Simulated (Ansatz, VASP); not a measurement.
# Two plane-wave programs on MgO

INCAR

```
ALGO = Normal
EDIFF = 1E-6
ENCUT = 520
GGA = PE
ISIF = 2
ISMEAR = -1
LASPH = True
LCHARG = False
LREAL = False
LWAVE = False
NBANDS = 11
NELM = 80
PREC = Accurate
SIGMA = 0.05
```

File KPOINTS:

```
k-points
0
Gamma
  9 9 9
```

The input POSCAR:

```
MgO
1.0
    0.0000000000      2.2056000000      2.2056000000
    2.2056000000      0.0000000000      2.2056000000
    2.2056000000      2.2056000000      0.0000000000
Mg O
1 1
Direct
    0.0000000000      0.0000000000      0.0000000000
    0.5000000000      0.5000000000      0.5000000000
```

Input for Ansatz:

```yaml
crystal:
  lattice:
    - [0.0, 2.2056, 2.2056]
    - [2.2056, 0.0, 2.2056]
    - [2.2056, 2.2056, 0.0]
  atoms:
    - { symbol: Mg, position: [0.0, 0.0, 0.0] }
    - { symbol: O, position: [0.5, 0.5, 0.5] }
hamiltonian:
  xc: pbe
  pseudopotentials: { kind: paw }
basis:
  ecutwfc: 420
kpoints:
  mp_grid: { grid: [9, 9, 9] }
scf:
  occupations: { method: fermi_dirac, width: 0.05 }
  lower_state_search: "off"
output:
  forces: true
  stress: true
  write_density: true
  write_potential: true
  elf: true
  volumetric_format: npy
```

Alike in both runs: task single point; functional PBE; k mesh 9 × 9 × 9; occupations fermi-dirac, width 0.05 eV; no spin polarisation.

```csv
,VASP,Ansatz
version,VASP 6.6.1,Ansatz 0.2.0
potentials or method,"VASP PAW PBE potentials, release 64 (Mg, O)","PAW, plane waves, scalar-relativistic"
plane-wave cutoff (eV),520,420
valence electrons in the cell,8,16
```

Ansatz gave:

- gap on the k mesh at the Fermi level (eV): 3.51
- pressure (GPa): -13.0

Problem. Which values does VASP return?

Solution. gap on the k mesh at the Fermi level (eV): 3.49; pressure (GPa): -13.7.

The functional is the same, so the differences come from potentials, cutoffs and numerics. The two sets of potentials don't hold the same shells in valence.

A hybrid or GW would open this gap; PBE tends to underestimate it.
